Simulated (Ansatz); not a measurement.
Notes on In$_{2}$HgF$_{4}$

```xyz
7
Lattice="0.0000 5.2022 0.0000 5.2022 0.0000 0.0000 2.6011 2.6011 -5.2014" Properties=species:S:1:pos:R:3 pbc="T T T"
In    2.6011    5.2022   -2.6007
Hg    0.0000    0.0000    0.0000
F     4.0057    3.7976   -3.7970
F     1.1965    3.7976   -1.4044
F     6.3987    6.6068   -3.7970
F     4.0057    1.4046   -1.4044
In    2.6011    2.6011    0.0000
```

Method: r2SCAN, no spin polarisation; PAW, plane waves to 500 eV, 7×7×7 Γ-centred mesh, cold occupations (width 0.0579 eV) (Ansatz 0.2.0), atoms fixed.

Is the cell too large or too small?

The pressure is 0.8 GPa (compression positive), so with the atoms held at these fractions the cell would first expand.

Is it stable against the elements?

-1.51 eV an atom against the elements' usual phases (free molecules for gases, crystals otherwise, with no correction for O₂ or N₂), so it is bound against them; other compounds may still compete. Relaxing would lower it.

How is the charge shared?

Bader charges in e: In +1.22, Hg +0.67, F -0.78. In the mean In gives up most and F takes most.

What do density and ELF say about some of the short contacts?

F–In at 2.32 Å: least valence density 0.32 e/Å³ and ELF 0.11 there. Hg–F at 2.32 Å: least valence density 0.37 e/Å³ and ELF 0.11 there. Both are smooth PAW fields, read partly inside the augmentation spheres.

Metal or insulator?

It is a metal, with about 2.3 states/eV a cell as the mean within 0.25 eV of the Fermi level, mostly In s (32 %), Hg s (27 %) and F p (24 %).

Origin: a known structure type with other elements, at an estimated volume, so it need not be a known compound. Caveats: many states at the Fermi level without spin polarisation, so a magnetic state may lie lower.
